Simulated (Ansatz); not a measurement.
# CoO (Fm-3m): one cell, many starting occupations (series 2)

DFT+U has many self-consistent solutions. How far apart do the states of CoO (Fm-3m) lie when only the starting occupations change? Cell and atoms stay fixed.

Method: DFT LDA+U (U_eff = 4 eV on Co d), plane waves, PAW, in Ansatz 0.2.0.

4 further runs of the same task are left out: 4 that didn't finish.

### 1 The structure to begin with

The structure is cubic, space group Fm-3m (No. 225). Conventional cell: a = 4.263 Å, b = 4.263 Å, c = 4.263 Å, α = 90.00°, β = 90.00°, γ = 90.00°. Co (site symmetry m-3m) has 6 O at 2.13 Å as nearest neighbours. O (site symmetry m-3m) is surrounded by 6 Co at 2.13 Å.

Coordinates:

```
Co O
1.0
     0.00000    2.13150    2.13150
     2.13150    0.00000    2.13150
     2.13150    2.13150    0.00000
Co O
1 1
Direct
  0.00000 0.00000 0.00000
  0.50000 0.50000 0.50000
```

Magnetic order typed: ferromagnetic.

The runs: random orbitals: single harmonics, second filling; random orbitals: single harmonics, first filling; random orbitals: fully mixed, one electron more.

An earlier series on this cell reached its lowest free state from «natural orbitals of the symmetric run, filled by rank», perhaps among other starts.

### 2 Random orbitals: single harmonics, second filling

input.yaml

```yaml
crystal:
  lattice:
    - [0.0, 2.13150166, 2.13150166]
    - [2.13150166, 0.0, 2.13150166]
    - [2.13150166, 2.13150166, 0.0]
  atoms:
    - { symbol: Co, position: [0.0, 0.0, 0.0], spin: 1.0, spin_axis: [1.0, 0.0, 0.0] }
    - { symbol: O, position: [0.5, 0.5, 0.5] }
basis:
  ecutwfc: 420
  ecutrho_ratio: 4
kpoints:
  mp_grid: { grid: [8, 8, 8] }
hamiltonian:
  xc: lda
  hubbard:
    sites:
      - { site: 0, l: d, u_eff: 4.0, starting_ns: [{ occupation_matrix: s0 }] }
    occupation_matrices:
      s0:
        spinor_matrix:
          - [[0.495, 0.0], [0.0, 0.0], [0.0, 0.0], [0.0, 0.0], [0.0, 0.0], [-0.475, 0.0], [0.0, 0.0], [0.0, 0.0], [0.0, 0.0], [0.0, 0.0]]
          - [[0.0, 0.0], [0.97, 0.0], [0.0, 0.0], [0.0, 0.0], [0.0, 0.0], [0.0, 0.0], [0.0, 0.0], [0.0, 0.0], [0.0, 0.0], [0.0, 0.0]]
          - [[0.0, 0.0], [0.0, 0.0], [0.495, 0.0], [0.0, 0.0], [0.0, 0.0], [0.0, 0.0], [0.0, 0.0], [0.475, 0.0], [0.0, 0.0], [0.0, 0.0]]
          - [[0.0, 0.0], [0.0, 0.0], [0.0, 0.0], [0.495, 0.0], [0.0, 0.0], [0.0, 0.0], [0.0, 0.0], [0.0, 0.0], [0.475, 0.0], [0.0, 0.0]]
          - [[0.0, 0.0], [0.0, 0.0], [0.0, 0.0], [0.0, 0.0], [0.97, 0.0], [0.0, 0.0], [0.0, 0.0], [0.0, 0.0], [0.0, 0.0], [0.0, 0.0]]
          - [[-0.475, 0.0], [0.0, 0.0], [0.0, 0.0], [0.0, 0.0], [0.0, 0.0], [0.495, 0.0], [0.0, 0.0], [0.0, 0.0], [0.0, 0.0], [0.0, 0.0]]
          - [[0.0, 0.0], [0.0, 0.0], [0.0, 0.0], [0.0, 0.0], [0.0, 0.0], [0.0, 0.0], [0.97, 0.0], [0.0, 0.0], [0.0, 0.0], [0.0, 0.0]]
          - [[0.0, 0.0], [0.0, 0.0], [0.475, 0.0], [0.0, 0.0], [0.0, 0.0], [0.0, 0.0], [0.0, 0.0], [0.495, 0.0], [0.0, 0.0], [0.0, 0.0]]
          - [[0.0, 0.0], [0.0, 0.0], [0.0, 0.0], [0.475, 0.0], [0.0, 0.0], [0.0, 0.0], [0.0, 0.0], [0.0, 0.0], [0.495, 0.0], [0.0, 0.0]]
          - [[0.0, 0.0], [0.0, 0.0], [0.0, 0.0], [0.0, 0.0], [0.0, 0.0], [0.0, 0.0], [0.0, 0.0], [0.0, 0.0], [0.0, 0.0], [0.97, 0.0]]
    ns_hold: { iters: 5 }
scf:
  occupations: { method: gaussian, width: 0.05 }
  lower_state_search: "off"
  max_iter: 150
output:
  forces: true
  stress: true
  eigenvalues: true
  populations: true
  hubbard: { sites: [{ site: 0, l: d }] }
magnetization:
  noncollinear: true
  spin_orbit: true
```

The typed matrices put 0.97 on the chosen orbitals and 0.02 on the others, and are held for 5 cycles. This run includes spin–orbit coupling.

Started as:

```bash
$ ansatz run input.yaml --threads 2 --pin off --max-ram 3072MiB --backend cpu --events-out ev --progress --plain --runs-dir out
```

Standard output:

```text
Warning: crystal.symmetry: narrowed to the stabiliser of the occupation matrices — unitary ops 8 → 4, anti-unitary 8 → 4; lowered by the specified shell (site 0, l: d); largest admitted image defect 4.4e-16, smallest excluded 7.1e-1 — at a splitting's scale: the group the occupation matrices' own texture admits
Warning: output.stress: scf.convergence.dr2_threshold = 1e-7 eV (the SCF's general default) is looser than the 2e-10 eV advised for a printed stress (1e-10 eV for each atom of the cell: 2). What an SCF threshold leaves in a stress goes as its square root, and in the free energy as the threshold itself, and one threshold admits the most on a small cell: of the crystals measured, under no hybrid functional and no lock of the moments, on runs that ended without the residual-converged pass, on stresses that held no estimate of that error, the worst erred by over 100 MPa in a component at 1e-7 eV an atom and by under 5 at 1e-10. Set scf.convergence.dr2_threshold to 2e-10 eV or tighter. The threshold is an SCF's pass mark: one that does not reach it within its budget of iterations ends unconverged, or closes short of it on a stop that the run arms, and scf.convergence.dr2_threshold's page says what that costs each kind of run
Warning: RAYON_NUM_THREADS=2 ignored (pool sized by the plan → 2); use --threads N
Co: projections on atomic orbitals take those of the free atom [Ne] 3s2 3p6 3d7 4s2, of charge +0.00 (hamiltonian.pseudopotentials.projection_atoms); the dataset's partial waves leave at most 1.4e-9 of an orbital's norm unspanned inside its sphere
O: projections on atomic orbitals take those of the free atom [He] 2s2 2p4, of charge +0.00 (hamiltonian.pseudopotentials.projection_atoms); the dataset's partial waves leave at most 1.5e-11 of an orbital's norm unspanned inside its sphere
Engine: ansatz 0.2.0, aarch64-unknown-linux-gnu
Pseudopotentials: kind: paw_fr
Pseudopotential: Co, paw_fr, valence charge 17, recommended cutoff 420 eV (normal), Co.paw.azcp#standard-fr
Pseudopotential: O, paw_fr, valence charge 6, recommended cutoff 420 eV (normal), O.paw.azcp#standard-fr
Functional definition: SPW92
  exchange = slater_x
  correlation = pw_c
Crystal: 2 atoms, lattice volume = 19.368 Å³
Basis set: ecut = 420 eV, 339 PW (Γ)
Bands: 32, of which v1, the nominal top of the filled ones, is band 23 counted from 1 (22 counted from 0)
Symmetry: 4 space group operations + 4 with time reversal
k-points: 95 of 512 (time reversal used)
Projection manifold: j_resolved (fully-relativistic pseudo-atomic orbitals)
Non-local potential: Co, projectors of the file, l = 0: 3, l = 1: 4, l = 2: 6, l = 3: 2
Non-local potential: O, projectors of the file, l = 0: 2, l = 1: 4, l = 2: 2
PAW form: soft (Blöchl's): semilocal exchange-correlation on the pseudo side does not see the compensation charge
PAW frozen core: Co, regenerated for the run's functional, and the local potential with it (the file was generated under x = pbe(κ = 0.804, μ = 0.2195149727645171), c = pbe(β = 0.06672455060314922))
PAW frozen core: O, regenerated for the run's functional, and the local potential with it (the file was generated under x = pbe(κ = 0.804, μ = 0.2195149727645171), c = pbe(β = 0.06672455060314922))
PAW one-centre angular grid: Co, 590 points (default); XC on 64 Gauss nodes
PAW one-centre angular grid: O, 110 points (default); XC on 64 Gauss nodes
Initial density: superposition of atomic densities (chi_scale 0.1, normalization cell, long waves kept (reshape's long-wave potential 0.00 eV rms))
Starting moments: Σ|m| = 1 μB on 1 of 2 sites
Initial wavefunctions: pseudopotential atomic-orbital guess
Functional: x = slater, c = lda
SCF iter   1: F=—  HF=-5616.041066 eV  |F-HF|=—  |Δ(HF+E_count)|=         —  Δρ=3.93e-1  dr2=2.44e1  dr2_m=3.84e-1  ethr=3.10e-3  |M|=7.49e-1 ∫|m|=8.61e-1 μB  |m|>n=0.0e0 m-floor=0.0e0 τ_xc=0.0e0  β_m=0.30  ⟨swp⟩=6.7  Hψ=15211  notcnv=0  defer=46
preconditioner: auto → none  [metal: Δε(μ)=0.011 eV  Ē_g=13.089 eV  σ=0.050 eV  W_gap=0.12  n_scr=8 (ndim 8)  ℏωp=32.7 eV  f_vac=0.000  D(μ)=2.03/eV (n_scr^D=26)  sad-step TF]
SCF iter   2: F=—  HF=-5613.971920 eV  |F-HF|=—  |Δ(HF+E_count)|=    2.07e0  Δρ=1.47e-1  dr2=1.32e0  dr2_m=9.59e-1  ethr=3.10e-3  |M|=9.99e-1 ∫|m|=1.41e0 μB  |m|>n=0.0e0 m-floor=0.0e0 τ_xc=2.1e-20  β_m=1.00  ⟨swp⟩=3.0  Hψ=7040  notcnv=0  defer=297
SCF iter   3: F=—  HF=-5613.833939 eV  |F-HF|=—  |Δ(HF+E_count)|=   1.38e-1  Δρ=7.97e-2  dr2=3.15e-1  dr2_m=6.01e-4  ethr=3.10e-3  |M|=9.80e-1 ∫|m|=1.41e0 μB  |m|>n=0.0e0 m-floor=0.0e0 τ_xc=1.4e-19  β_m=0.30  ⟨swp⟩=2.4  Hψ=5573  notcnv=0  defer=356
SCF iter   4: F=—  HF=-5613.931467 eV  |F-HF|=—  |Δ(HF+E_count)|=   9.75e-2  Δρ=2.49e-2  dr2=5.69e-2  dr2_m=2.75e-3  ethr=1.37e-3  |M|=9.41e-1 ∫|m|=1.35e0 μB  |m|>n=0.0e0 m-floor=0.0e0 τ_xc=1.9e-19  β_m=0.30  ⟨swp⟩=2.7  Hψ=5020  notcnv=0  defer=358
Mixer restart at iter 4: flushing history
spin-set hold released at iteration 4 (site moments contracting): the magnetisation degrees of freedom join the quasi-Newton model from the next iteration; the mixer history was flushed
SCF iter   5: F=—  HF=-5614.002895 eV  |F-HF|=—  |Δ(HF+E_count)|=   7.14e-2  Δρ=2.07e-2  dr2=3.96e-2  dr2_m=8.38e-4  ethr=2.47e-4  |M|=9.47e-1 ∫|m|=1.38e0 μB  |m|>n=0.0e0 m-floor=0.0e0 τ_xc=2.2e-19  β_m=0.44  ⟨swp⟩=2.7  Hψ=5490  notcnv=0  defer=358
SCF iter   6: F=—  HF=-5614.057357 eV  |F-HF|=—  |Δ(HF+E_count)|=   5.45e-2  Δρ=1.12e-2  dr2=1.33e-2  dr2_m=4.99e-4  ethr=1.72e-4  |M|=9.40e-1 ∫|m|=1.36e0 μB  |m|>n=0.0e0 m-floor=0.0e0 τ_xc=2.5e-19  β_m=0.44  ⟨swp⟩=2.3  Hψ=4567  notcnv=0  defer=358
Mixer restart at iter 6: flushing history
SCF iter   7: F=—  HF=-5614.172964 eV  |F-HF|=—  |Δ(HF+E_count)|=         —  Δρ=1.55e-2  dr2=3.33e-2  dr2_m=9.49e-4  ethr=5.80e-5  |M|=9.40e-1 ∫|m|=1.35e0 μB  |m|>n=0.0e0 m-floor=0.0e0 τ_xc=2.7e-19  β_m=0.44  ⟨swp⟩=2.0  Hψ=3852  notcnv=0  defer=354
SCF iter   8: F=—  HF=-5614.219083 eV  |F-HF|=—  |Δ(HF+E_count)|=   4.61e-2  Δρ=1.77e-2  dr2=3.66e-2  dr2_m=6.38e-4  ethr=5.80e-5  |M|=9.49e-1 ∫|m|=1.37e0 μB  |m|>n=0.0e0 m-floor=0.0e0 τ_xc=2.9e-19  β_m=0.46  ⟨swp⟩=2.8  Hψ=5685  notcnv=0  defer=354
[... 27 lines left out ...]
SCF iter  36: F=—  HF=-5614.299104 eV  |F-HF|=—  |Δ(HF+E_count)|=   4.67e-3  Δρ=2.72e-3  dr2=1.69e-4  dr2_m=5.05e-4  ethr=1.73e-7  |M|=1.05e0 ∫|m|=1.41e0 μB  |m|>n=0.0e0 m-floor=0.0e0 τ_xc=2.0e-18  β_m=0.95  ⟨swp⟩=2.7  Hψ=6327  notcnv=0  defer=352
SCF iter  37: F=—  HF=-5614.298327 eV  |F-HF|=—  |Δ(HF+E_count)|=   7.78e-4  Δρ=2.22e-3  dr2=1.05e-4  dr2_m=3.84e-4  ethr=1.73e-7  |M|=1.06e0 ∫|m|=1.42e0 μB  |m|>n=0.0e0 m-floor=0.0e0 τ_xc=2.0e-18  ⟨swp⟩=6.4  Hψ=16482  notcnv=0
Mixer restart at iter 37: flushing history
iteration 37: the SCF's residuals had fallen too slowly under its mixing. It goes on by minimising its free energy, and can end on another state than longer mixing would; under `scf.algorithm: density_mixing` no SCF does so, but by `scf.convergence.dm_fallback`
SCF iter  38: F=—  HF=-5615.238646 eV  |F-HF|=—  |Δ(HF+E_count)|=   9.40e-1  Δρ=1.91e-2  dr2=2.75e-2  dr2_m=1.66e-2  ethr=1.73e-7  |M|=2.93e0 ∫|m|=2.94e0 μB  |m|>n=0.0e0 m-floor=0.0e0 τ_xc=2.7e-18  ⟨swp⟩=5.0  Hψ=23994  notcnv=0
SCF iter  39: F=—  HF=-5615.241494 eV  |F-HF|=—  |Δ(HF+E_count)|=   2.85e-3  Δρ=8.51e-3  dr2=6.45e-3  dr2_m=7.44e-4  ethr=1.73e-7  |M|=2.95e0 ∫|m|=2.96e0 μB  |m|>n=0.0e0 m-floor=0.0e0 τ_xc=2.4e-18  ⟨swp⟩=5.0  Hψ=18081  notcnv=0
SCF iter  40: F=—  HF=-5615.307500 eV  |F-HF|=—  |Δ(HF+E_count)|=   6.60e-2  Δρ=2.32e-3  dr2=6.29e-4  dr2_m=6.70e-5  ethr=1.73e-7  |M|=2.98e0 ∫|m|=2.98e0 μB  |m|>n=0.0e0 m-floor=0.0e0 τ_xc=1.1e-18  ⟨swp⟩=6.5  Hψ=19649  notcnv=0
SCF iter  41: F=—  HF=-5615.308187 eV  |F-HF|=—  |Δ(HF+E_count)|=   6.87e-4  Δρ=4.17e-4  dr2=1.19e-5  dr2_m=4.48e-6  ethr=1.73e-7  |M|=2.99e0 ∫|m|=2.99e0 μB  |m|>n=0.0e0 m-floor=0.0e0 τ_xc=7.5e-19  ⟨swp⟩=4.0  Hψ=13391  notcnv=0
SCF iter  42: F=—  HF=-5615.308301 eV  |F-HF|=—  |Δ(HF+E_count)|=   1.14e-4  Δρ=1.06e-4  dr2=9.07e-7  dr2_m=1.03e-7  ethr=5.16e-8  |M|=2.99e0 ∫|m|=2.99e0 μB  |m|>n=0.0e0 m-floor=0.0e0 τ_xc=7.8e-19  ⟨swp⟩=3.8  Hψ=11698  notcnv=0
SCF iter  43: F=-5615.308303 eV  HF=-5615.308303 eV  |F-HF|=9.24e-9  |Δ(HF+E_count)|=   1.89e-6  Δρ=1.39e-5  dr2=1.72e-8  dr2_m=2.96e-9  ethr=4.35e-10  |M|=2.99e0 ∫|m|=2.99e0 μB  |m|>n=0.0e0 m-floor=0.0e0 τ_xc=8.2e-19  ⟨swp⟩=4.3  Hψ=12846  notcnv=0
SCF iter  44: F=-5615.308303 eV  HF=-5615.308303 eV  |F-HF|=9.23e-9  |Δ(HF+E_count)|=  5.46e-12  Δρ=1.39e-5  dr2=1.72e-8  dr2_m=2.96e-9  ethr=7.48e-11  |M|=2.99e0 ∫|m|=2.99e0 μB  |m|>n=0.0e0 m-floor=0.0e0 τ_xc=8.1e-19  ⟨swp⟩=2.0  Hψ=11916  notcnv=0
WARN: hamiltonian.hubbard: on 1 of 1 specified blocks the occupation matrix of this SCF's result fails the test of the specified filling. At site 0 (sites count from 0 in the list of atoms of the cell that this SCF solves) the least filled combination of the orbitals specified full has occupation 0.059, and the fullest combination of the orbitals specified empty has occupation 0.995; the filling counts as kept where the first is at least 0.75 and exceeds the second by more than 0.25. The state of this SCF's result may not hold the specified filling, though these bounds can also misjudge a state that does. This warning does not say which state is lower in energy, or whether the specified filling is a self-consistent state at all; see hamiltonian.hubbard.sites[].starting_ns, Limitations, and scf.initial_density.shell_occupations in the input reference
SCF 1 converged in 44 iterations: F = -5615.308303 eV  dr2 = 1.72e-8
SCF converged after 44 iterations
Stability not told: the lowest value that the SCF's own minimisation read on its close, 8.3e-2 (residual 9.5e-4), is positive but too near zero to vouch for directions that it does not look along: no lower mode is shown, and none is ruled out
Magnetization: |M| = 2.9870 μB,  M = (+2.9870, +0.0000, -0.0000) μB
Absolute magnetization: 2.9886 μB (∫|m|, with the PAW one-centre terms)
  site 0: m = (+2.5692, -0.0000, +0.0000) μB, |m| = 2.5692 μB  (R = 0.88 Å)
  site 1: m = (+0.2531, +0.0000, -0.0000) μB, |m| = 0.2531 μB  (R = 0.88 Å)
Free energy (F): -5615.308303 eV
Harris-Foulkes:  -5615.308303 eV  (|F-HF|=9.23e-9)
Internal energy: -5615.308303 eV  (E = F + TS)
E sigma→0 (E₀):  -5615.308303 eV
Fermi energy:    13.474283 eV
--- Per-component energies (eV) ---
  E_band       = -325.082677
  E_kinetic    = 615.854831
  E_local      = -3437.725764  (includes V_loc(G=0)·N_el)
  E_nonlocal   = 520.300653
  E_hartree    = 1404.796382
  E_xc         = -225.570984
  E_vxc        = -291.906535  (∫ρ·V_xc dr)
  E_hubbard    = 0.669773  (on-site DFT+U / exact-exchange correction)
  E_vhub       = -13.277434  (the Hubbard potential's part of the band-sum identity)
  E_paw        = -1602.090177  (= ΣΔE_a)
  E_vpaw       = -527.916347  (= ΣTr[D̂ρ^β])
  E_aug_tail   = 0.002548  (compensation charges beyond the density's cutoff)
  E_ewald      = -2892.062814
  E_core_change = 0.517249  (= ΣΔE_core)
  E_smearing   = -0.000000  (= −TS)
  E_closure    = 0.000000  (closes the sum)
  Σ components = -5615.308303   (vs F -5615.308303, Δ=0.00e0)
--- Hubbard shell moments (per corrected site; Tr N, ν in electrons; μ in μ_B) ---
  shell 0: Tr N=7.3085  μ_S=(+2.6594, -0.0000, +0.0000)  μ_L=(-0.7444, -0.0000, +0.0000)  μ=(+1.9150, -0.0000, +0.0000)  ν=0.0942 along (+1.000, +0.000, -0.000)
--- Specified on-site occupations, and those of the state reported ---
  electrons in the specified blocks: 6.8500 specified, 7.3085 found
  site 0 (l=d): largest change of an orbital's occupation 0.9759; electrons 6.8500 specified, 7.3085 found; spectral distance 0.1909
--- Forces (eV/Å), atoms counted from 1 ---
  atom   1  Co     0.00000000     0.00000000     0.00000000
  atom   2  O      0.00000000     0.00000000     0.00000000
  max |Σ_I F_I| component: 0.00e0 eV/Å
--- Stress (GPa, compression-positive) ---
      -13.685574       0.000000       0.000000
        0.000000      -6.532863       0.000000
        0.000000       0.000000      -6.535518
  P = ⅓ Tr σ = -8.9180 GPa (-89.180 kbar)
--- Band table (eV; the first three rows and the last of 95) ---
  k-point 0: bands = ["-82.8549", "-79.8151", "-47.3373", "-47.0822", "-45.6125", "-43.7919", "-43.6384", "-42.8050", "-6.2842", "-5.8478", "7.8091", "7.8662", "7.9381", "8.2511", "8.6955", "10.3360", "10.4084", "10.5093", "10.6009", "10.6346", "11.0081", "11.0602", "11.0914", "13.9362", "14.1981", "14.3790", "14.7342", "14.9607", "29.9337", "30.0898", "31.0907", "31.1181"]
  k-point 1: bands = ["-82.8544", "-79.8146", "-47.3396", "-47.0845", "-45.6151", "-43.7948", "-43.6413", "-42.8080", "-6.1128", "-5.6747", "7.4334", "7.6832", "7.7330", "8.0880", "8.6074", "9.4772", "9.9746", "10.1664", "10.5479", "10.9930", "11.0187", "11.1197", "11.1338", "14.0843", "14.6532", "15.1524", "15.4148", "15.9985", "27.4739", "28.0342", "30.4835", "30.5963"]
  k-point 2: bands = ["-82.8534", "-79.8133", "-47.3451", "-47.0899", "-45.6212", "-43.8016", "-43.6479", "-42.8151", "-5.6665", "-5.2239", "6.5363", "6.7960", "7.0358", "7.7058", "8.3065", "8.6820", "9.6017", "9.7297", "9.8837", "11.1802", "11.3783", "11.8619", "12.0188", "14.4017", "15.5532", "16.0167", "17.0912", "17.6740", "24.7124", "25.3785", "28.6146", "28.6971"]
  k-point 94: bands = ["-82.8511", "-79.8094", "-47.3517", "-47.1050", "-45.6388", "-43.8198", "-43.6564", "-42.8357", "-5.1123", "-4.3360", "6.7453", "7.0775", "7.1547", "8.2285", "8.8946", "9.2149", "9.2802", "9.3489", "9.7116", "9.7386", "9.7913", "10.0577", "11.6491", "14.3436", "14.7212", "15.5566", "18.9337", "19.8077", "23.2028", "23.6828", "24.7205", "25.7172"]
Occupation matrices written to <dir>
--- Löwdin populations: 2 sites ---
  site symbol       q [e]
     0     Co     15.8404
     1      O      7.0278
  spilling = 0.005733 (of n_electrons = 23.000000)
--- Occupation matrices: 1 shell (run DFT+U table (all-electron-ortho-atomic); ε = 2.00e-2, under-converged) ---
  Co0 d_3D: site group Oh (m-3m)
  Co0 d_3D spinor Tr n = 7.3085  λ = 0.058 0.134 0.152 0.982 0.993 0.996 0.997 0.998 0.999 0.999  [xz 0.50 (T2g 1.00) G3/2g(1.00) | 2× x2-y2 0.50 (Eg 1.00) G3/2g(1.00) | 7× yz 0.29 (T2g 0.71) G3/2g(0.71)]
  specified occupation → Co0 d_3D spinor: matrix, ‖Δ‖_F = 1.8544, Tr Δ = -0.4585, displaced = 1.9715, d_λ = 0.1909; orbital distance = 1.9986
  Tr n, λ and their labels are of the run-group-symmetrised matrices; stabiliser: 16 of 96 elements of G0×{1,Θ} (closed), max defect 5.2e-4 at τ = 1.4e-2
```

It took 2.4 min on 2 threads of Arm Neoverse N1, shared host; peak memory 0.67 GiB.

End state: a gap on the mesh of 0.93 eV, pressure -8.9 GPa, moments in spheres Co1 (2.57, 0.00, 0.00); O2 (0.25, 0.00, 0.00) μB, largest force component 0.00 eV/Å, 4 symmetry operations imposed. The program reports that the typed filling wasn't kept.

The shells' filling, with natural orbitals sorted by occupation:

| shell | channel | electrons | over 0.8 | 0.2 to 0.8 | under 0.2 |
| --- | --- | --- | --- | --- | --- |
| Co 3d (atom 1) | both spins | 7.31 | 7 | 0 | 3 |

Spin moments on the atoms, as numbers:

| atom | x (μB) | y (μB) | z (μB) |
| --- | --- | --- | --- |
| Co1 | 2.57 | 0.00 | 0.00 |
| O2 | 0.25 | 0.00 | 0.00 |

[end of part 1 of 3]
